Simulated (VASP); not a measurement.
Runs of VASP 6.6.1 on BeS. It takes space group F-43m (No. 216, cubic). The conventional cell has a = 4.850 Å, b = 4.850 Å, c = 4.850 Å, α = 90.00°, β = 90.00°, γ = 90.00°. S (site symmetry -43m) is surrounded by 4 Be at 2.10 Å. Be (site symmetry -43m) has 4 S at 2.10 Å as nearest neighbours. 

| level | exchange at q = 0 | screening parameter | share of exact exchange | gap on the mesh (eV) | pressure (GPa) |
| --- | --- | --- | --- | --- | --- |
| PBE0 | truncated | - | - | 4.76 | 0.1 |
| HSE06 | - | 0.2 1/A | - | (a) | 0.1 |
| HSE03 | - | - | - | 3.85 | 0.2 |
| r2SCAN-EpsX | truncated | - | 0.189 | 4.67 | (b) |

Alike in all rows: task band structure; potentials or basis VASP PAW PBE potentials, release 64 (S, Be); no spin polarisation; cell as given; k mesh 6 × 6 × 6; cutoff (eV) 520; smearing gaussian 0.02 eV.

Question: Fill in the values left out.

Answer: (a) 4.07; (b) 0.7.

Caveats: the PAW data sets were made with another functional, which shifts forces and pressure a little.

